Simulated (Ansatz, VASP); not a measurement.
## HfH2 in VASP and in Ansatz

```
Hf H
1.0
    -1.73213    1.73213    2.11884
     1.73213   -1.73213    2.11884
     1.73213    1.73213   -2.11884
Hf H
1 2
Direct
  0.00000 0.00000 0.00000
  0.75000 0.25000 0.50000
  0.25000 0.75000 0.50000
```

Alike in both runs: task relaxation of cell and atoms; functional PBEsol; k mesh 16 × 16 × 16; occupations fermi-dirac, width 0.15 eV; no spin polarisation.

```csv
,VASP,Ansatz
version,VASP 6.6.1,Ansatz 0.2.0
potentials or method,"VASP PAW PBE potentials, release 64 (Hf_pv, H)","scalar-relativistic, plane waves, PAW"
plane-wave cutoff (eV),600,420
valence electrons in the cell,12,28
```

```tsv
	VASP	Ansatz	Ansatz less VASP
gap on the k mesh at the Fermi level, each at its own relaxed structure (eV)	none	none	-
relaxed volume (Å³/atom)	8.46	8.49	+0.032
relaxed cell length with the largest relative difference (Å)	3.239	3.243	+0.0041
```

A gap of «none» marks a metal or a gap that the smearing closes. The two sets of potentials don't hold the same shells in valence.

Caveats: the PAW data sets were made with another functional, which shifts forces and pressure a little (VASP). Spin-orbit coupling is left out, which matters for the levels of Hf.
